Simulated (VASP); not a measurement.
# Al16N15 (a cell with a defect) in VASP: settings compared, part 3 of 3

VASP 6.6.1.

## Step 5: Single point, PBEsol, collinear spin, zero start

The input, INCAR:

```
SYSTEM = Al16N15
ALGO     = Normal         ! electronic algorithm
EDIFF    = 1E-5           ! SCF threshold, eV
ENCUT    = 450            ! plane-wave cutoff, eV
GGA      = PS             ! functional
ISIF     = 2              ! what is computed and relaxed
ISMEAR   = 0              ! smearing method
ISPIN    = 2              ! spin polarisation
ISYM     = 0            
KPAR     = 4            
LASPH    = .True.         ! aspherical terms in the spheres
LCHARG   = .False.        ! write CHGCAR
LORBIT   = 11             ! projections on sites
LREAL    = Auto         
LWAVE    = .False.        ! write WAVECAR
MAGMOM   = 0 0 0 0 0 0 0 0 0 0 0 0 0 0 0 0 0 0 0 0 0 0 0 0 0 0 0 0 0 0 0 ! initial moments
NELECT   = 122.0        
NELM     = 120            ! most SCF steps
PREC     = Accurate       ! precision mode
SIGMA    = 0.03           ! smearing width, eV
```

The input, KPOINTS:

```
k-points
0
Gamma
  3 3 2
  0 0 0
```

The input, POSCAR:

```
Al16N15                                 
1.0
    6.2200008610      0.0000000000      0.0000000000
   -3.1100004305      5.3866787572      0.0000000000
    0.0000000000      0.0000000000      9.9600000000
  Al              N             
    16    15
Direct
     0.3324441807220634    0.1670222904460495    0.9902093300071012
     0.3327265494305967    0.1676771483052031    0.5018753515674473
     0.3345407145727990    0.6681962535503366    0.9991702466750835
     0.3340209617225492    0.6685076778840678    0.5009248803988815
     0.8314696820365685    0.1649531523478054    0.9991785303756646
     0.8322679576579348    0.1666362135653104    0.5009762172766137
     0.8312936156436743    0.6681911471845400    0.9991907897432344
     0.8320749221741381    0.6683098851620971    0.5009638449121885
     0.1627057646451379    0.3373535192136727    0.2513589831202123
     0.1658251585741052    0.3344126663944044    0.7495553140228143
     0.1628582866031586    0.8285322413341634    0.2512918411547744
     0.1653434733481828    0.8328610381690433    0.7496489715920203
     0.6720822517041342    0.3375441725069583    0.2514720537961099
     0.6667785160658579    0.3340824447957099    0.7497403419101873
     0.6657610642748373    0.8344299649378926    0.2521673575205755
     0.6661724849799630    0.8340440295217320    0.7495063571443937
     0.3325996733513963    0.1670463059225680    0.6926659230455211
     0.3339298226945201    0.6684389855528833    0.1904533386064916
     0.3321347378730060    0.6670945898330857    0.6914501765325334
     0.8315781919467155    0.1661289712349081    0.1904887806674826
     0.8333038975607228    0.1680307176749841    0.6914779551716163
     0.8317354022770925    0.6685584938951283    0.1904558432626904
     0.8327730226746619    0.6666882938294342    0.6914924471320006
     0.1669525874115358    0.3337401230900012    0.4398521132985050
     0.1657444306719788    0.3340057591334965    0.9430902788073854
     0.1667613062520562    0.8359643529369014    0.4398383530278433
     0.1654418507974028    0.8333084227159828    0.9431010047368388
     0.6645679533053446    0.3336363669876948    0.4399454417326071
     0.6662127600190825    0.3338486910382684    0.9432147224249068
     0.6660712532949563    0.8345245916908898    0.4414990581112244
     0.6657465257138040    0.8338214891447888    0.9406581522250522
```

Potentials or basis: VASP PAW PBE potentials, release 64 (Al, N).

The run is started by

```sh
$ cat potpaw_PBE.64/Al/POTCAR potpaw_PBE.64/N/POTCAR > POTCAR
$ mpirun -np 4 vasp_std > vasp.out
```

OUTCAR:

```text
SYSTEM = Al16N15
   EDIFF = 1E-5
   ENCUT = 450
   GGA = PS
   ISIF = 2
   ISMEAR = 0
   ISPIN = 2
   ISYM = 0
   LASPH = .True.
   LORBIT = 11
   LREAL = Auto
   NELECT = 122.0
   NELM = 120
   PREC = Accurate

 ion  position               nearest neighbor table
   1  0.332  0.167  0.990-  25 1.86  29 1.86  27 1.86  14 3.00  12 3.00  10 3.00   3 3.11   5 3.11
                             7 3.11   7 3.11   5 3.11   3 3.11  11 3.18  13 3.18   9 3.18
   2  0.333  0.168  0.502-  26 1.89  28 1.89  24 1.89  17 1.90  10 3.05  14 3.05  12 3.06  13 3.09
                            11 3.09   9 3.09   4 3.11   6 3.11   8 3.11   8 3.11   6 3.11   4 3.11
   3  0.335  0.668  0.999-  31 1.88  25 1.88  27 1.88  18 1.91  16 3.06  12 3.07  10 3.07   9 3.08
                            11 3.08  15 3.09   7 3.09   5 3.09   1 3.11   1 3.11   5 3.13   7 3.13
[... 1793 lines left out ...]
      4.65847      0.89762      4.98972         0.001531     -0.004612     -0.005749
[... 23 lines left out ...]
      1.54759      4.49532      4.39733         0.005668     -0.002621      0.005042
      1.54776      4.49153      9.36896         0.001711      0.001134     -0.005412
 -----------------------------------------------------------------------------------
    total drift:                                0.006617     -0.002611      0.013383

  FREE ENERGIE OF THE ION-ELECTRON SYSTEM (eV)
  ---------------------------------------------------
  free  energy   TOTEN  =      -245.4044506432 eV

  energy  without entropy=     -245.4044506432  energy(sigma->0) =     -245.40445064

 total charge

# of ion       s       p       d       tot
------------------------------------------
    1        0.377   0.419   0.000   0.796
    2        0.365   0.437   0.000   0.802
    3        0.366   0.440   0.000   0.807
    4        0.365   0.435   0.000   0.800
    5        0.366   0.440   0.000   0.807
    6        0.365   0.435   0.000   0.800
[... 23 lines left out ...]
   30        1.222   2.615   0.000   3.837
   31        1.222   2.617   0.000   3.839
--------------------------------------------------
tot         24.251  45.944   0.000  70.196

 magnetization (x)

# of ion       s       p       d       tot
------------------------------------------
    1       -0.000  -0.000   0.000  -0.000
    2       -0.000  -0.000   0.000  -0.000
    3        0.000   0.000   0.000   0.000
    4        0.000   0.000   0.000   0.000
    5       -0.000  -0.000   0.000  -0.000
    6        0.000  -0.000   0.000  -0.000
[... 23 lines left out ...]
   30        0.000   0.000   0.000   0.000
   31       -0.000  -0.000   0.000  -0.000
--------------------------------------------------
tot         -0.000  -0.000   0.000  -0.000
```

OSZICAR:

```text
N       E                     dE             d eps       ncg     rms          rms(c)
DAV:   1     0.474135391499E+03    0.47414E+03   -0.52306E+04  3080   0.127E+03
DAV:   2    -0.226918371203E+03   -0.70105E+03   -0.68039E+03  3945   0.260E+02
DAV:   3    -0.278836388401E+03   -0.51918E+02   -0.51625E+02  3552   0.774E+01
DAV:   4    -0.279670181367E+03   -0.83379E+00   -0.83097E+00  3768   0.106E+01
DAV:   5    -0.279686124913E+03   -0.15944E-01   -0.15926E-01  3702   0.145E+00    0.323E+01
DAV:   6    -0.246036766086E+03    0.33649E+02   -0.15011E+02  3494   0.348E+01    0.121E+01
DAV:   7    -0.245709394016E+03    0.32737E+00   -0.37450E+00  3544   0.621E+00    0.788E+00
DAV:   8    -0.245414764825E+03    0.29463E+00   -0.48991E-01  3670   0.323E+00    0.907E-01
DAV:   9    -0.245404510780E+03    0.10254E-01   -0.10133E-01  3656   0.108E+00    0.702E-01
DAV:  10    -0.245404974799E+03   -0.46402E-03   -0.31387E-02  3534   0.649E-01    0.314E-01
DAV:  11    -0.245404381252E+03    0.59355E-03   -0.35776E-03  3926   0.302E-01    0.152E-01
DAV:  12    -0.245404458472E+03   -0.77220E-04   -0.14049E-03  3696   0.143E-01    0.892E-02
DAV:  13    -0.245404497924E+03   -0.39452E-04   -0.98495E-05  3544   0.411E-02    0.624E-02
DAV:  14    -0.245404453399E+03    0.44525E-04   -0.79856E-05  3496   0.405E-02    0.227E-02
DAV:  15    -0.245404450643E+03    0.27562E-05   -0.72084E-05  3320   0.312E-02
   1 F= -.24540445E+03 E0= -.24540445E+03  d E =-.119482E-16  mag=     0.0000
```

stdout:

```text
POSCAR found type information on POSCAR AlN
 POSCAR found :  2 types and      31 ions
 scaLAPACK will be used
 -----------------------------------------------------------------------------
|                                                                             |
|                                                                             |
|     You enforced a specific xc type in the INCAR file but a different       |
|     I HOPE YOU KNOW WHAT YOU ARE DOING!                                     |
|                                                                             |
 -----------------------------------------------------------------------------

 LDA part: xc-table for (Slater+PW92), standard interpolation
 POSCAR, INCAR and KPOINTS ok, starting setup
 FFT: planning ... GRIDC
 FFT: planning ... GRID_SOFT
 FFT: planning ... GRID
 WAVECAR not read
 entering main loop
 the old and the new charge density differ
 old charge density:   123.00000 new  122.00000
BRMIX: very serious problems
 the old and the new charge density differ
 old charge density:   123.00000 new  122.00000
BRMIX: very serious problems
 the old and the new charge density differ
 old charge density:   123.00000 new  122.00000
BRMIX: very serious problems
 the old and the new charge density differ
 old charge density:   123.00000 new  122.00000
    0.323E+01
```

It took 3.4 min on 4 MPI ranks of Intel Xeon 6975P-C (Granite Rapids), shared host; peak memory 0.64 GiB.

Results:

| Property | Result |
| --- | --- |
| Free energy | -245.4045 eV |
| Largest force | 0.018 eV/Å |
| Band gap on the k mesh | 2.92 eV, indirect (least direct gap 2.99 eV) |
| Net moment | 0.00 μB per cell |
| Valence electrons inside the program's atomic spheres | Al 0.80, 0.81, 0.78; N 3.83, 3.82, 3.84 |

Forces in eV/Å, atoms in the order of the input:
```
Al  -0.002  0.005 -0.005
Al   0.002 -0.002 -0.002
Al   0.001  0.005  0.006
Al  -0.004 -0.013 -0.005
Al   0.000  0.007  0.011
Al   0.002 -0.005 -0.006
Al  -0.002 -0.001  0.007
Al  -0.001 -0.001 -0.006
Al   0.000  0.005 -0.002
Al  -0.004  0.007  0.014
Al   0.007 -0.009 -0.004
Al   0.008  0.006  0.003
Al   0.002  0.001 -0.016
Al  -0.002  0.004 -0.004
Al   0.007 -0.009 -0.014
Al  -0.008 -0.009  0.012
N    0.001  0.010  0.015
N    0.008 -0.002  0.003
N    0.000 -0.002 -0.003
N    0.015 -0.001 -0.002
N   -0.015 -0.003 -0.003
N   -0.005 -0.007  0.008
N    0.000  0.008 -0.005
N   -0.006 -0.001  0.007
N   -0.007  0.001  0.000
N   -0.001 -0.006  0.004
N    0.005  0.002 -0.004
N   -0.001  0.001  0.002
N   -0.007  0.010 -0.012
N    0.006 -0.003  0.005
N    0.002  0.001 -0.005
```

Caveat: the cell is charged against a uniform background, so pressure and absolute levels hang on convention; the PAW data sets were made with another functional, which shifts forces and pressure a little.

## Step 6: Overview

| task | level | spin | fixed moment (μB) | cell | k mesh | grid for exact exchange (PRECFOCK) | screening parameter | mesh quality | moment (μB) | largest force (eV/Å) |
| --- | --- | --- | --- | --- | --- | --- | --- | --- | --- | --- |
| single point | PBEsol | collinear, ferromagnetic start | 0 | as given | 3 × 3 × 2 | - | - | coarse | 0.00 | 0.77 |
| single point | HSE06 | collinear, ferromagnetic start | 2 | as given | 2 × 2 × 2 | Fast | 0.2 1/A | coarse | 2.00 | 0.34 |
| relaxation of the atoms | PBEsol | collinear, ferromagnetic start | 0 | atoms relaxed from: atoms moved at random, drawn with an rms of 0.05 Å | 3 × 3 × 2 | - | - | coarse | 0.00 | 0.02 |
| single point | PBEsol | collinear, zero start | - | as given | 3 × 3 × 2 | - | - | not flagged | 0.00 | 0.02 |

Alike in all rows: potentials or basis VASP PAW PBE potentials, release 64 (Al, N); cutoff (eV) 450; smearing gaussian 0.03 eV.

Caveats: some runs use coarse meshes; the cell is charged against a uniform background, so pressure and absolute levels hang on convention; the PAW data sets were made with another functional, which shifts forces and pressure a little; the total moment is fixed, so each spin has its own Fermi level (some runs); the moment is held away from its start (some runs).

Absolute energies hang on the potentials; compare differences alone.
